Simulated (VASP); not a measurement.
The system is GeS.

```xyz
8
Lattice="10.4810 0.0000 0.0000 0.0000 3.6460 0.0000 0.0000 0.0000 4.2990" Properties=species:S:1:pos:R:3 pbc="T T T"
Ge    1.2797    0.9115    0.5490
Ge    3.9608    2.7345    2.6985
Ge    6.5202    0.9115    1.6005
Ge    9.2013    2.7345    3.7500
S     8.9036    0.9115    2.1594
S     6.8179    2.7345    0.0099
S     3.6631    0.9115    4.2891
S     1.5774    2.7345    2.1396
```

| Quantity | Value |
| --- | --- |
| Program | VASP 6.6.1 |
| Task | relaxation of cell and atoms |
| Functional | rev-vdW-DF2 |
| Potentials or basis | VASP PAW PBE potentials, release 64 (Ge_d, S) |
| Cutoff | 600 eV |
| k mesh | 4 × 8 × 6 |
| Occupations | gaussian, width 0.03 eV |
| Spin | no spin polarisation |

At the start: pressure 1.4 GPa; volume 20.54 Å³/atom.

Q: How do energy, volume and symmetry change on relaxing?

A: Over 12 steps the energy falls by 2.5 meV/atom and the volume is 20.83 Å³/atom (+1.4 %); space group Pnma (No. 62, to 0.05 Å).

Step by step:
```tsv
step	energy change (eV)	largest force (eV/Å)	pressure (GPa)	volume (Å³)
1	0.0000	0.1973	1.42	164.28
2	-0.0148	0.0948	-0.55	168.65
3	-0.0181	0.0249	-0.04	167.33
4	-0.0181	0.0273	0.01	167.27
5	-0.0184	0.0249	0.01	167.23
6	-0.0190	0.0227	0.06	167.11
7	-0.0191	0.0364	0.02	166.87
8	-0.0192	0.0294	-0.01	166.96
9	-0.0194	0.0261	0.05	166.92
10	-0.0198	0.0171	0.08	166.82
11	-0.0200	0.0108	0.00	166.61
12	-0.0200	0.0099	0.00	166.63
```

Final structure:
```
Ge S
1.0
    10.55932    0.00000    0.00000
     0.00000    3.68448    0.00000
     0.00000    0.00000    4.28300
Ge S
4 4
Direct
  0.12267 0.25000 0.12553
  0.37733 0.75000 0.62553
  0.62267 0.25000 0.37447
  0.87733 0.75000 0.87447
  0.85037 0.25000 0.49762
  0.64963 0.75000 0.99762
  0.35037 0.25000 0.00238
  0.14963 0.75000 0.50238
```

Caveat: the PAW data sets were made with another functional, which shifts forces and pressure a little.
